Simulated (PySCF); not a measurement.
Molecule: 1,3-Cyclohexadiene (C1CC=CC=C1, C₆H₈).

Bonds (- single, = double, # triple, : aromatic): C1=C2 1.344 Å, C2-C3 1.503 Å, C3-C4 1.527 Å, C4-C5 1.503 Å, C5=C6 1.344 Å, C6-C1 1.463 Å. C1 carries H7; C2 carries H8; C3 carries H9, H10; C4 carries H11, H12; C5 carries H13; C6 carries H14.

Geometry PBE0-D3(BJ)/def2-SVP throughout; GIAO in PySCF 2.14, gas phase, one conformer, non-relativistic; equivalent atoms averaged; functional PBE0.

**Question.** How do the absolute shieldings σ depend on the basis set? (ppm; last column core-seconds on shared hosts with different chips, so compare them loosely)

**Answer.** 
```
    basis set  functions  C1/C6  C2/C5  C3/C4  H7/H14  H8/H13  H9/H10/H11/H12  core-s
       STO-3G         38  125.3  125.4  208.5   26.85   27.21           31.05     3.2
        6-31G         70   76.2   75.3  175.8   26.37   26.63           30.41     5.9
     pcSseg-0         70   56.8   56.3  169.7   26.88   27.12           30.67     4.9
       6-31G*        100   73.0   71.9  170.6   26.09   26.23           29.87     8.4
     def2-SVP        124   68.7   67.2  171.0   25.55   25.66           29.38      11
      cc-pVDZ        124   70.2   68.6  171.2   25.39   25.48           29.22      10
     pcSseg-1        142   51.5   50.1  159.6   25.21   25.35           29.16      13
6-311+G(2d,p)        210   55.5   53.8  161.7   25.33   25.47           29.31      25
  aug-cc-pVDZ        210   69.3   67.1  170.1   25.12   25.27           29.16      22
    def2-TZVP        234   54.6   52.7  161.0   25.29   25.43           29.29      30
     IGLO-III        290   48.3   46.4  157.9   25.18   25.32           29.16      35
      cc-pVTZ        292   55.7   54.4  161.9   25.14   25.27           29.12      37
     pcSseg-2        328   47.5   45.6  157.8   25.02   25.16           29.04      48
```

**Question.** Which nucleus moves most, in ppm?

**Answer.** C2/C5 (alkene CH): from 45.6 ppm with pcSseg-2 to 125.4 ppm with STO-3G. The smallest spread is 1.87 ppm, at H7/H14. Proton shifts span only some 12 ppm, so a few tenths of a ppm matter as much there as several ppm in carbon.

**Question.** Taking the largest basis, pcSseg-2 (328 functions), as the yardstick, rank the others by their worst heavy-atom deviation.

**Answer.** IGLO-III 0.8 ppm (290 functions), pcSseg-1 4.5 ppm (142 functions), def2-TZVP 7.1 ppm (234 functions), 6-311+G(2d,p) 8.2 ppm (210 functions), cc-pVTZ 8.8 ppm (292 functions), pcSseg-0 11.9 ppm (70 functions), def2-SVP 21.6 ppm (124 functions), aug-cc-pVDZ 21.8 ppm (210 functions), cc-pVDZ 23.0 ppm (124 functions), 6-31G* 26.3 ppm (100 functions), 6-31G 29.7 ppm (70 functions), STO-3G 79.8 ppm (38 functions).

A small basis that lands close on one nucleus may do so by chance; judge by the trend and by all nuclei.
